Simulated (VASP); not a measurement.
Input of a VASP 6.6.1 run:

The input INCAR:

```
SYSTEM = InP
PREC = Accurate
ENCUT = 300
EDIFF = 1E-7
ISMEAR = 0
SIGMA = 0.02
LREAL = .FALSE.
LASPH = .TRUE.
NELM = 100
ALGO = Normal
ISIF = 3
LWAVE = .FALSE.
LCHARG = .FALSE.
GGA = PS
IBRION = 2
NSW = 90
EDIFFG = -0.005
```

Contents of KPOINTS:

```
Automatic mesh
0
G
  10 10 10
  0 0 0
```

Contents of POSCAR:

```
InP
1.0
    0.0000000000      2.9519763900      2.9519763900
    2.9519763900      0.0000000000      2.9519763900
    2.9519763900      2.9519763900      0.0000000000
In P
1 1
Direct
    0.0000000000      0.0000000000      0.0000000000
    0.7500000000      0.7500000000      0.7500000000
```

Potentials or basis: VASP PAW PBE potentials, release 64 (In_d, P).

The run is started by

```console
$ cat potpaw_PBE.64/In_d/POTCAR potpaw_PBE.64/P/POTCAR > POTCAR
$ mpirun -np 1 vasp_std > vasp.out
```

Q: Estimate the relaxed cell.

A: a = 4.150 Å, b = 4.150 Å, c = 4.150 Å, α = 60.00°, β = 60.00°, γ = 60.00°.

Q: What does it give for the space group after relaxing (to 0.05 Å)?

A: F-43m (No. 216).

Final structure:
```xyz
2
Lattice="0.0000 2.9342 2.9342 2.9342 0.0000 2.9342 2.9342 2.9342 0.0000" Properties=species:S:1:pos:R:3 pbc="T T T"
In    0.0000    0.0000    0.0000
P     4.4013    4.4013    4.4013
```
